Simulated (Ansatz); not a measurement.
## Ta in Ansatz: the effect of functional

The system is Ta.

```
CELL_PARAMETERS angstrom
2.84116 0.00000 0.00000
-1.42058 2.46052 0.00000
0.00000 0.00000 5.06081
ATOMIC_POSITIONS crystal
Ta 0.33333 0.66667 0.25000
Ta 0.66667 0.33333 0.75000
```

This isn't the form of Ta at room conditions, which is bcc.

The cell isn't the ideal one: volume scaled by 0.94.

Alike in all runs:

* Program: Ansatz 0.2.0
* Task: single point
* Potentials or basis: Ansatz PAW
* k mesh: 11 × 11 × 5
* Occupations: fermi-dirac, width 0.05 eV
* Spin: no spin polarisation

```csv
functional,cutoff,pressure (GPa)
LDA,420 eV (not typed: the program's choice for these potentials),-0.3
PBEsol,420 eV (not typed: the program's choice for these potentials),4.9
r2SCAN,500 eV (not typed: the program's choice for these potentials),?
```

**Question.** What does the run with functional r2SCAN give?

**Answer.** Pressure 9.3 GPa.

Caveats: the PAW data sets come from PBE, with cores solved anew for the run's functional, which leaves a small shift of forces and pressure.

Runs at the PBE level aren't shown here.
